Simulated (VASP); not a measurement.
# CuAu (P4/mmm) in VASP: further runs

Runs on CuAu. Level: PBE. Tasks: single point.

Program: VASP 6.6.1. These are calculated values, not measurements. Logs are shortened: lines on timing, memory, paths and dates and some standing lists are left out, and cuts for length are marked.

### Step 1. The crystal as given

The structure is tetragonal, space group P4/mmm (No. 123). The conventional cell has a = 2.811 Å, b = 2.811 Å, c = 3.685 Å, α = 90.00°, β = 90.00°, γ = 90.00°. Au (site symmetry 4/mmm) is surrounded by 8 Cu at 2.71 Å and 4 Au at 2.81 Å. Around Cu (site symmetry 4/mmm) lie 8 Au at 2.71 Å and 4 Cu at 2.81 Å.

### Step 2. Single point, PBE

INCAR reads:

```
SYSTEM = CuAu
ADDGRID  = .FALSE.      
ALGO     = Normal         ! electronic algorithm
EDIFF    = 1E-6           ! SCF threshold, eV
ENCUT    = 460            ! plane-wave cutoff, eV
GGA      = PE             ! functional
ISIF     = 2              ! what is computed and relaxed
ISMEAR   = 1              ! smearing method
LASPH    = .TRUE.         ! aspherical terms in the spheres
LCHARG   = .FALSE.        ! write CHGCAR
LREAL    = .FALSE.        ! projectors in reciprocal space
LWAVE    = .FALSE.        ! write WAVECAR
NBANDS   = 18             ! bands
NELM     = 100            ! most SCF steps
PREC     = Accurate       ! precision mode
SIGMA    = 0.2            ! smearing width, eV
```

KPOINTS reads:

```
k-points
0
G
  12 12 9
  0 0 0
```

POSCAR reads:

```
CuAu
1.0
    2.8107494552      0.0000000000      0.0000000000
    0.0000000000      2.8107494552      0.0000000000
    0.0000000000      0.0000000000      3.6850000000
Au Cu
1 1
Direct
    0.0257070000      0.0114430000     -0.0258500000
    0.4994280000      0.4658820000      0.5068750000
```

Potentials or basis: VASP PAW PBE potentials, release 64 (Au, Cu).

Command:

```
$ cat potpaw_PBE.64/Au/POTCAR potpaw_PBE.64/Cu/POTCAR > POTCAR
$ mpirun -np 1 vasp_std > vasp.out
```

OUTCAR:

```text
SYSTEM = CuAu
   EDIFF = 1E-6
   ENCUT = 460
   GGA = PE
   ISIF = 2
   ISMEAR = 1
   LASPH = .TRUE.
   LREAL = .FALSE.
   NELM = 100
   PREC = Accurate

 Found    650 irreducible k-points:

 Following reciprocal coordinates:
            Coordinates               Weight
  0.000000  0.000000  0.000000      1.000000
  0.083333  0.000000  0.000000      2.000000
  0.000000  0.083333  0.000000      2.000000
  0.166667  0.000000  0.000000      2.000000
  0.000000  0.166667  0.000000      2.000000
  0.250000  0.000000  0.000000      2.000000
   k-points           NKPTS =    650   k-points in BZ     NKDIM =    650   number of bands    NBANDS=     18
   number of dos      NEDOS =    301   number of ions     NIONS =      2
   total plane-waves  NPLWV =  11200
   dimension x,y,z NGX =    20 NGY =   20 NGZ =   28
   dimension x,y,z NGXF=    40 NGYF=   40 NGZF=   56
   ions per type =               1   1
   NGX,Y,Z   is equivalent  to a cutoff of  11.83, 11.83, 12.63 a.u.
   NGXF,Y,Z  is equivalent  to a cutoff of  23.66, 23.66, 25.26 a.u.
 SYSTEM =  CuAu
   PREC   = accura    normal or accurate (medium, high low for compatibility)
   ISTART =      0    job   : 0-new  1-cont  2-samecut
   ICHARG =      2    charge: 1-file 2-atom 10-const
   ISPIN  =      1    spin polarized calculation?
   LNONCOLLINEAR =      F non collinear calculations
   LSORBIT =      F    spin-orbit coupling
   LASPH  =      T    aspherical Exc in radial PAW
   ENCUT  =  460.0 eV  33.81 Ry    5.81 a.u.   4.92  4.92  6.44*2*pi/ulx,y,z
   NELM   =    100;   NELMIN=  2; NELMDL= -5     # of ELM steps
   EDIFF  = 0.1E-05   stopping-criterion for ELM
   LREAL  =      F    real-space projection
   EDIFFG = 0.1E-04   stopping-criterion for IOM
   NSW    =      0    number of steps for IOM
   IBRION =     -1    ionic relax: 0-MD 1-quasi-New 2-CG
   NFREE  =      0    steps in history (QN), initial steepest desc. (CG)
   ISIF   =      2    stress and relaxation
   ISYM   =      2    0-nonsym 1-usesym 2-fastsym
   POTIM  = 0.5000    time-step for ionic-motion
   TEBEG  =    0.0;   TEEND  =   0.0 temperature during run
   PSTRESS=    0.0 pullay stress
   NELECT =      22.0000    total number of electrons
   NUPDOWN=      -1.0000    fix difference up-down
   EMIN   =  10.00;   EMAX   =-10.00  energy-range for DOS
   EFERMI =   0.00;   METHOD = LEGACY
   ISMEAR =     1;   SIGMA  =   0.20  broadening in eV -4-tet -1-fermi 0-gaus
   EFERMI_NEDOS =   21; number of points for ismear=-14 and -15
   IALGO  =     38    algorithm
   IMIX   =      4    mixing-type and parameters
     AMIX     =   0.40;   BMIX     =  1.00
     AMIX_MAG =   1.60;   BMIX_MAG =  1.00
  volume/ion in A,a.u.               =      14.56        98.23
  Fermi-wavevector in a.u.,A,eV,Ry     =   1.491152  2.817868 30.253005  2.223533
  Thomas-Fermi vector in A             =   2.603843
   LORBIT       =      0    0 simple, 1 ext, 2 COOP (PROOUT), +10 PAW based schemes
   GGA     = PE    functional components
   LHFCALC =     F    Hartree Fock is set to
   AEXX    =    0.0000 exact exchange contribution
   IVDW    =     0    specifies the selected vdW correction
   LEPSILON=     F    determine dielectric tensor
   LRPA    =     F    only Hartree local field effects (RPA)
 non-spin polarized calculation
 Methfessel and Paxton  Order N= 1 SIGMA  =   0.20
  energy-cutoff  :      460.00
  volume of cell :       29.11
 maximum number of plane-waves:       676
   NGX =  9   NGY =  9   NGZ = 13

 number of electron      21.9999994 magnetization

 Free energy of the ion-electron system (eV)
  ---------------------------------------------------
  ext. energy  EPLUGINS =         0.00000000
  ---------------------------------------------------
  free energy    TOTEN  =        -6.95190790 eV

  energy without entropy =       -6.94952095  energy(sigma->0) =       -6.95111225

 E-fermi :   8.6882     XC(G=0): -12.6533

 val. band max:        8.6769925223   @ k =   0.2500   0.5000   0.1111
 cond. band min:       8.6893409529   @ k =  -0.2500   0.4167   0.3333
 fundamental gap:      0.0123484305
 Fermi energy:         8.6881724523

 k-point     1 :       0.0000    0.0000    0.0000
  band No.  band energies     occupation
      1      -1.0426      2.00000
      2       2.1038      2.00000
      3       2.2614      2.00000
      4       4.6078      2.00000
      5       4.6863      2.00000
      6       5.7134      2.00000
      7       5.8953      2.00000
      8       6.5557      2.00000
      9       7.0219      2.00000
     10       7.2018      2.00000
     11       7.2868      2.00000
     12      10.9301     -0.00000
     13      16.6835      0.00000
     14      18.8147      0.00000
     15      18.8978      0.00000
     16      25.3153      0.00000
     17      25.4544      0.00000
     18      26.2517      0.00000

 k-point     2 :       0.0833    0.0000    0.0000
  band No.  band energies     occupation
      1      -0.8805      2.00000
      2       2.1872      2.00000
      3       2.3497      2.00000
      4       4.5215      2.00000
      5       4.7044      2.00000
      6       5.6329      2.00000
      7       5.9236      2.00000
      8       6.5343      2.00000
      9       6.9684      2.00000
     10       7.0455      2.00000
     11       7.2031      2.00000
     12      11.3778     -0.00000
     13      16.4791      0.00000
     14      17.9717      0.00000
     15      19.1659      0.00000
     16      25.1244      0.00000
     17      26.2907      0.00000
     18      26.7320      0.00000

 k-point     3 :       0.0000    0.0833    0.0000
  band No.  band energies     occupation
      1      -0.8810      2.00000
      2       2.1806      2.00000
      3       2.3569      2.00000
      4       4.5549      2.00000
      5       4.6710      2.00000
      6       5.6382      2.00000
      7       5.9239      2.00000
      8       6.5330      2.00000
      9       6.9616      2.00000
     10       7.0068      2.00000
     11       7.2449      2.00000
     12      11.3730     -0.00000
     13      16.4825      0.00000
     14      18.0275      0.00000
     15      19.0887      0.00000
     16      25.2258      0.00000
     17      26.3000      0.00000
     18      26.6176      0.00000

 k-point     4 :       0.1667    0.0000    0.0000
  band No.  band energies     occupation
      1      -0.4154      2.00000
      2       2.3571      2.00000
      3       2.6715      2.00000
      4       4.2480      2.00000
      5       4.7882      2.00000
      6       5.4161      2.00000
      7       5.9744      2.00000
      8       6.4588      2.00000
      9       6.6920      2.00000
     10       6.8467      2.00000
     11       7.1240      2.00000
     12      12.4572     -0.00000
     13      15.1518      0.00000
     14      17.2664      0.00000
     15      19.9258      0.00000
     16      24.4700      0.00000
     17      26.1064      0.00000
     18      27.8082      0.00000

 k-point     5 :       0.0000    0.1667    0.0000
  band No.  band energies     occupation
      1      -0.4178      2.00000
      2       2.3454      2.00000
      3       2.6861      2.00000
      4       4.2814      2.00000
      5       4.7548      2.00000
      6       5.4317      2.00000
      7       5.9796      2.00000
      8       6.4414      2.00000
      9       6.6760      2.00000
     10       6.8188      2.00000
     11       7.1617      2.00000
     12      12.4447     -0.00000
     13      15.1744      0.00000
     14      17.2788      0.00000
     15      19.8630      0.00000
     16      24.5332      0.00000
     17      26.1349      0.00000
     18      27.8245      0.00000

 k-point     6 :       0.2500    0.0000    0.0000
  band No.  band energies     occupation
      1       0.2841      2.00000
      2       2.5727      2.00000
      3       3.1884      2.00000
      4       3.8722      2.00000
      5       4.9058      2.00000
      6       5.1316      2.00000
      7       5.9651      2.00000
      8       6.2399      2.00000
      9       6.6042      2.00000
     10       6.7496      2.00000
     11       7.0040      2.00000
     12      13.1047      0.00000
     13      13.8674      0.00000
     14      17.2247      0.00000
     15      21.0686      0.00000
     16      23.3786      0.00000
     17      24.9908      0.00000
     18      26.9417      0.00000

 [... further k-points ...]

------------------------ aborting loop because EDIFF is reached ----------------------------------------

  FORCE on cell =-STRESS in cart. coord.  units (eV):
  Direction    XX          YY          ZZ          XY          YZ          ZX
  --------------------------------------------------------------------------------------
  -------------------------------------------------------------------------------------
  Total        1.3142787      1.1790946      1.1374724      0.1165746     -0.3430080     -0.2069448
  in kB       72.3296356     64.8899561     62.5993321      6.4155352    -18.8770038    -11.3889416
  external PRESSURE =      66.6063079 kB  Pullay stress =       0.0000000 kB

 VOLUME and BASIS-vectors are now :
 -----------------------------------------------------------------------------
  energy-cutoff  :      460.00
  volume of cell :       29.11
      direct lattice vectors                 reciprocal lattice vectors
     2.810749455  0.000000000  0.000000000     0.355776997  0.000000000  0.000000000
     0.000000000  2.810749455  0.000000000     0.000000000  0.355776997  0.000000000
     0.000000000  0.000000000  3.685000000     0.000000000  0.000000000  0.271370421

 POSITION                                       TOTAL-FORCE (eV/Angst)
 -----------------------------------------------------------------------------------
      0.07226      0.03216      3.58974        -0.300936     -0.500325      0.915536
      1.40377      1.30948      1.86783         0.300936      0.500325     -0.915536
 -----------------------------------------------------------------------------------
    total drift:                                0.000193      0.001102     -0.001003

  FREE ENERGIE OF THE ION-ELECTRON SYSTEM (eV)
  ---------------------------------------------------
  free  energy   TOTEN  =        -6.9519079040 eV

  energy  without entropy=       -6.9495209512  energy(sigma->0) =       -6.95111225
```

Run time: 2.6 min. Hardware: 1 thread of Intel Xeon Platinum 8375C at 2.90GHz (Ice Lake), shared host; peak memory 0.38 GiB.

The run converged, but some of its settings lie outside the range that counts as converged, so its numbers aren't taken as properties of the crystal.

Results:

| Property | Result |
| --- | --- |
| Free energy | -6.9519 eV |
| Pressure | 6.7 GPa |
| Largest force | 1.086 eV/Å |
| Band gap on the k mesh | none (metal or under the smearing width) |

### Step 3. Single point, PBE

INCAR, as its differences from that of step 2:

```diff
@@ -4,3 +4,3 @@
 EDIFF    = 1E-6           ! SCF threshold, eV
-ENCUT    = 460            ! plane-wave cutoff, eV
+ENCUT    = 650            ! plane-wave cutoff, eV
 GGA      = PE             ! functional
```

KPOINTS reads:

```
k-points
0
G
  10 10 8
  0 0 0
```

POSCAR reads:

```
CuAu
1.0
    2.8107494552      0.0000000000      0.0000000000
    0.0000000000      2.8107494552      0.0000000000
    0.0000000000      0.0000000000      3.6850000000
Au Cu
1 1
Direct
    0.0000000000      0.0000000000      0.0000000000
    0.5000000000      0.5000000000      0.5000000000
```

Potentials or basis: VASP PAW PBE potentials, release 64 (Au, Cu).

Command:

```
$ cat potpaw_PBE.64/Au/POTCAR potpaw_PBE.64/Cu/POTCAR > POTCAR
$ mpirun -np 1 vasp_std > vasp.out
```

Wall time 42 s (1 thread of Intel Xeon Platinum 8375C at 2.90GHz (Ice Lake), shared host); peak memory 0.18 GiB.

These settings aren't checked as converged: the numbers below hold their error.

Results:

```yaml
Free_energy: -7.0455 eV
Pressure: 4.8 GPa
Band_gap_on_the_k_mesh: none (metal or under the smearing width)
```

### Step 4. Single point, PBE

INCAR is that of step 3.

KPOINTS is that of step 3.

POSCAR reads:

```
CuAu
1.0
    2.8107494552      0.0000000000      0.0000000000
    0.0000000000      2.8107494552      0.0000000000
    0.0000000000      0.0000000000      3.6850000000
Au Cu
1 1
Direct
    0.0257070000      0.0114430000     -0.0258500000
    0.4994280000      0.4658820000      0.5068750000
```

Command:

```
$ cat potpaw_PBE.64/Au/POTCAR potpaw_PBE.64/Cu/POTCAR > POTCAR
$ mpirun -np 1 vasp_std > vasp.out
```

It took 2.4 min on 1 thread of Intel Xeon Platinum 8375C at 2.90GHz (Ice Lake), shared host; peak memory 0.38 GiB.

These settings aren't checked as converged: the numbers below hold their error.

Results:

| Property | Result |
| --- | --- |
| Free energy | -6.9506 eV |
| Pressure | 7.0 GPa |
| Largest force | 1.099 eV/Å |
| Band gap on the k mesh | none (metal or under the smearing width) |

(Part 1 of 2 ends here.)
